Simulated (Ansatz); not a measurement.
Phases of TePb at 8.2 GPa

Structure types of TePb are relaxed in primitive cells with their symmetry kept at 8.2 GPa, on PAW files; LAPW relaxes the small cells further and takes the PAW cell for the others (marked *). The enthalpy is E + pV at zero temperature, without zero-point motion. Only the types listed were tried, and differences under about 5 meV/atom are mesh noise. The real phase may be another.

Level of theory: DFT with PBE, scalar-relativistic, in Ansatz 0.2.0; Fermi–Dirac smearing of 0.1 eV, no spin polarisation. LAPW: all electrons, basis error target 0.5 meV/atom; PAW: frozen-core files, cutoff 420 eV.

k meshes: rocksalt 11×11×11, CsCl 11×11×11, zincblende 11×11×11, wurtzite 9×9×5, NiAs 9×9×5.

Spin–orbit coupling is left out, which matters for the heavy atoms.

Which type is lowest in enthalpy, and by how much?

rocksalt, 53 meV/atom below NiAs. The whole table:

```tsv
start type	ends as	a, b, c (Å)	V (Å³/atom)	H − H(lowest), LAPW (meV/atom)	same, PAW
rocksalt	rocksalt, Fm-3m	6.246, 6.246, 6.246	30.46	0.0	0.0
CsCl	CsCl, Pm-3m	3.805, 3.805, 3.805	27.54	67.4	67.6
zincblende	zincblende, F-43m	6.827, 6.827, 6.827	39.77	760.4	760.3
wurtzite*	flat h-MgO, P6_3/mmc	5.195, 5.195, 6.235	36.43	446.8	446.7
NiAs*	NiAs, P6_3/mmc	4.244, 4.244, 7.845	30.59	53.1	53.2
```

Split the lead of rocksalt over NiAs into energy and pV.

For NiAs less rocksalt: ΔE = +46.7 meV/atom, and p·ΔV = 8.2 GPa × +0.1250 Å³ × 6.242 meV/(GPa·Å³) = +6.4 meV/atom, together 53.1 meV/atom. rocksalt wins on both counts.
